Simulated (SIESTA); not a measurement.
Nb:

```
Nb
1.0
    -1.66395    1.66395    1.66395
     1.66395   -1.66395    1.66395
     1.66395    1.66395   -1.66395
Nb
1
Direct
  0.00000 0.00000 0.00000
```

Base run:

* Program: SIESTA 5.4.2
* Functional: PBEsol
* Potentials or basis: PseudoDojo 0.4 standard (PBEsol files)
* Basis: DZP (energy shift 0.003 Ry; two zetas on semicore shells)
* Grid cutoff: 800 Ry
* Energy shift: 0.003 Ry
* k mesh: 11 × 11 × 11
* Occupations: fermi-dirac, width 0.05 eV
* Spin: no spin polarisation

Its results: band gap on the k mesh none (metal or under the smearing width); pressure -6.4 GPa.

**Question.** After a change of settings the same cell gave: band gap on the k mesh none (metal or under the smearing width); pressure -9.7 GPa. Which change was it?
A. basis from DZP (energy shift 0.003 Ry; two zetas on semicore shells) to SZ (energy shift 0.003 Ry)
B. basis from DZP (energy shift 0.003 Ry; two zetas on semicore shells) to TZP (energy shift 0.003 Ry; two zetas on semicore shells)
C. functional from PBEsol to PBE; potentials or basis from PseudoDojo 0.4 standard (PBEsol files) to PseudoDojo 0.4 standard (PBE files)
D. basis from DZP (energy shift 0.003 Ry; two zetas on semicore shells) to TZDP (energy shift 0.003 Ry; two zetas on semicore shells)

**Answer.** A.

Caveats: the basis of atomic orbitals isn't converged, which shifts pressures, moduli and gaps; the basis has no polarisation orbitals (some runs).
